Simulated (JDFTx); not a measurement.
# WC (Qusongite) (P-6m2) in JDFTx: notebook, part 2 of 2

JDFTx 1.7.0 (patched build). The steps go on from the part before.

## Step 3: Relaxation of cell and atoms, PBE+D3(BJ)

Input file WC.in:

```
lattice Hexagonal 5.4924889812 5.3603971251
coords-type Lattice
ion W      0.0000000000     0.0000000000     0.0000000000 1
ion C      0.6666666667     0.3333333333     0.5000000000 1

ion-species pseudo/W.upf
ion-species pseudo/C.upf
elec-cutoff 41 328
elec-ex-corr gga-PBE
van-der-waals D3BJ
kpoint-folding 10 10 9
elec-smearing Fermi 0.0018374661
elec-n-bands 15
electronic-SCF nIterations 100 energyDiffThreshold 1e-09
electronic-minimize nIterations 30 energyDiffThreshold 1e-7
forces-output-coords Cartesian
lattice-minimize nIterations 40 energyDiffThreshold 1e-6

dump-name run.$VAR
dump End Ecomponents EigStats BandEigs Kpoints Forces Stress
```

Potentials or basis: PseudoDojo-SR-PBE-0.5-standard.

Command:

```sh
> jdftx -c 1 -i WC.in -o WC.out
```

Run time: 1.8 min. Hardware: 1 thread of Arm Neoverse V2, shared host; peak memory 0.15 GiB.

Results (log left out):

* Free energy: -2035.3385 eV
* Relaxed volume: 10.33 Å³/atom
* Relaxed cell: a = 2.903 Å, b = 2.903 Å, c = 2.832 Å, α = 90.00°, β = 90.00°, γ = 120.00°
* Space group after relaxing (to 0.05 Å): P-6m2 (No. 187)
* Energy gained by relaxing: 0.2 meV/atom
* Ionic steps: 5
* Pressure after relaxing: 0.0 GPa
* Band gap on the k mesh: none (metal or under the smearing width)
* Loewdin charges: W +0.79; C -0.71 e

The path:
| step | energy change (eV) | largest force (eV/Å) | pressure (GPa) | volume (Å³) |
| --- | --- | --- | --- | --- |
| 1 | 0.0000 | 0.0000 | -1.64 | 20.75 |
| 2 | -0.0002 | 0.0000 | -1.29 | 20.73 |
| 3 | -0.0004 | 0.0000 | -0.04 | 20.67 |
| 4 | -0.0004 | 0.0000 | 0.00 | 20.67 |
| 5 | -0.0004 | 0.0000 | 0.00 | 20.67 |

Final structure:
```cif
data_structure
_symmetry_space_group_name_H-M 'P 1'
_symmetry_Int_Tables_number 1
_cell_length_a 2.9031
_cell_length_b 2.9031
_cell_length_c 2.8319
_cell_angle_alpha 90.000
_cell_angle_beta 90.000
_cell_angle_gamma 120.000
_cell_volume 20.67
loop_
_atom_site_label
_atom_site_type_symbol
_atom_site_fract_x
_atom_site_fract_y
_atom_site_fract_z
_atom_site_occupancy
W1 W 0.00000 0.00000 0.00000 1
C1 C 0.66667 0.33333 0.50000 1
```

Levels at points of the mesh, in eV from the Fermi level:
| k point | band 5 | band 6 | band 7 | band 8 | band 9 | band 10 | band 11 | band 12 |
| --- | --- | --- | --- | --- | --- | --- | --- | --- |
| (0.00, 0.00, 0.00) | -14.49 | -4.32 | -3.36 | -3.36 | 0.08 | 3.26 | 3.26 | 5.63 |
| (0.00, 0.50, 0.00) | -11.13 | -7.05 | -3.64 | -3.58 | -0.48 | 2.37 | 4.56 | 4.90 |

Caveat: pairwise dispersion overbinds metals, which lowers pressure and volume.

## Step 4: Single point, PBE

Input file WC.in:

```
lattice \
    2.9065000000    -1.4532500000     0.0000000000 \
    0.0000000000     2.5171028361     0.0000000000 \
    0.0000000000     0.0000000000     2.8366000000
latt-scale 1.889726124626 1.889726124626 1.889726124626
coords-type Lattice
ion W      0.0000000000     0.0000000000     0.0000000000 1
ion C      0.6666666667     0.3333333333     0.5000000000 1

ion-species pseudo/W.upf
ion-species pseudo/C.upf
elec-cutoff 41 328
elec-ex-corr gga-PBE
kpoint-folding 4 4 4
elec-smearing Fermi 0.0018374661
elec-n-bands 15
electronic-SCF nIterations 100 energyDiffThreshold 1e-09
electronic-minimize nIterations 30 energyDiffThreshold 1e-7
forces-output-coords Cartesian

dump-name run.$VAR
dump End Ecomponents EigStats BandEigs Kpoints Forces Stress State ElecDensity Dtot KEdensity
```

Potentials or basis: PseudoDojo-SR-PBE-0.5-standard.

Command:

```sh
> jdftx -c 1 -i WC.in -o WC.out
```

Log:

```text
*************** JDFTx 1.7.0 (patched build) ***************

Input parsed successfully to the following command list (including defaults):
[... the input with its defaults ...]

---------- Setting up symmetries ----------

Found 24 point-group symmetries of the bravais lattice
Found 12 space-group symmetries with basis
Applied RMS atom displacement 1.58555e-10 bohrs to make symmetries exact.

---------- Initializing the Grid ----------
R =
[      5.49249     -2.74624            0  ]
[            0      4.75663            0  ]
[            0            0       5.3604  ]
unit cell volume = 140.044
G =
[    1.14396   0.660465         -0  ]
[          0    1.32093          0  ]
[          0         -0    1.17215  ]
Minimum fftbox size, Smin = [  48  48  44  ]
Chosen fftbox size, S = [  48  48  48  ]

---------- Initializing tighter grid for wavefunction operations ----------
R =
[      5.49249     -2.74624            0  ]
[            0      4.75663            0  ]
[            0            0       5.3604  ]
unit cell volume = 140.044
G =
[    1.14396   0.660465         -0  ]
[          0    1.32093          0  ]
[          0         -0    1.17215  ]
Minimum fftbox size, Smin = [  32  32  32  ]
Chosen fftbox size, S = [  32  32  32  ]

[... 73 lines left out ...]
	FillingsUpdate:  mu: +0.775921647  nElectrons: 18.000000
SCF: Cycle:  5   F: -74.761104791149663   dF: -4.225e-07   |Residual|: 1.795e-04   |deigs|: 1.594e-04
	FillingsUpdate:  mu: +0.775925901  nElectrons: 18.000000
SCF: Cycle:  6   F: -74.761104865424059   dF: -7.427e-08   |Residual|: 7.685e-05   |deigs|: 8.977e-06
	FillingsUpdate:  mu: +0.775938636  nElectrons: 18.000000
SCF: Cycle:  7   F: -74.761104891543440   dF: -2.612e-08   |Residual|: 9.589e-06   |deigs|: 2.005e-05
	FillingsUpdate:  mu: +0.775940029  nElectrons: 18.000000
SCF: Cycle:  8   F: -74.761104898477186   dF: -6.934e-09   |Residual|: 6.906e-06   |deigs|: 3.426e-06
	FillingsUpdate:  mu: +0.775939495  nElectrons: 18.000000
SCF: Cycle:  9   F: -74.761104901268439   dF: -2.791e-09   |Residual|: 2.592e-06   |deigs|: 2.191e-06
	FillingsUpdate:  mu: +0.775938990  nElectrons: 18.000000
SCF: Cycle: 10   F: -74.761104901893006   dF: -6.246e-10   |Residual|: 1.711e-06   |deigs|: 1.960e-06
	FillingsUpdate:  mu: +0.775938954  nElectrons: 18.000000
SCF: Cycle: 11   F: -74.761104902138158   dF: -2.452e-10   |Residual|: 1.693e-06   |deigs|: 2.798e-06
SCF: Converged (|Delta E|<1.000000e-09 for 2 iters).

Setting wave functions to eigenvectors of Hamiltonian

# Stress tensor in Cartesian coordinates [Eh/a0^3]:
[ -0.000292406            0            0  ]
[            0 -0.000292406            0  ]
[            0            0 -6.39704e-05  ]

# Ionic positions in lattice coordinates:
ion W   0.000000000016667  -0.000000000016667   0.000000000000000 1
ion C   0.666666666683333   0.333333333316667   0.500000000000000 1

# Forces in Cartesian coordinates:
force W   0.000000000000000  -0.000000000000000   0.000000000000000 1
force C   0.000000000000000   0.000000000000000   0.000000000000000 1

# Energy components:
   Eewald =      -66.0113243268795031
       EH =        8.7263985090350431
     Eloc =      -42.6618244631468997
      Enl =       12.3912474537726407
      Exc =      -18.7450512329490415
 Exc_core =        7.1241890981753881
       KE =       24.4153946175796648
-------------------------------------
     Etot =      -74.7609703444126978
       TS =        0.0001345577254602
-------------------------------------
        F =      -74.7611049021381575

IonicMinimize: Iter:   0  F: -74.761104902138158  |grad|_K:  6.726e-40
IonicMinimize: Converged (|grad|_K<1.000000e-04).

#--- Lowdin population analysis ---
# oxidation-state W +0.814
# oxidation-state C -0.731

Dumping 'run.eigStats' ...
	eMin: -1.966117 at state 0 ( [ +0.000000 +0.000000 +0.000000 ] spin 0 )
	HOMO: +0.765591 at state 8 ( [ +0.000000 +0.500000 +0.500000 ] spin 0 )
	mu  : +0.775939
	LUMO: +0.777935 at state 1 ( [ +0.000000 +0.000000 +0.250000 ] spin 0 )
	eMax: +1.341562 at state 1 ( [ +0.000000 +0.000000 +0.250000 ] spin 0 )
	HOMO-LUMO gap: +0.012344
	Optical gap  : +0.059514 at state 9 ( [ +0.250000 +0.250000 +0.000000 ] spin 0 )
Done!
[note: the HOMO, LUMO and gaps printed at the end count levels as full or empty at half filling, so they show a gap where a level is partly filled]
```

It took 13 s on 1 thread of Intel Xeon Platinum 8259CL at 2.50GHz (Skylake/Cascade Lake), shared host; peak memory 0.07 GiB.

The run converged, but some of its settings lie outside the range that counts as converged, so its numbers aren't taken as properties of the crystal.

Results:

```
Free energy            : -2034.3533 eV
Pressure               : 6.4 GPa
Band gap on the k mesh : none (metal or under the smearing width)
Loewdin charges        : W +0.81; C -0.73 e
```

Caveat: the k mesh is coarse (spacing up to 0.62 Å⁻¹), so the values aren't converged.
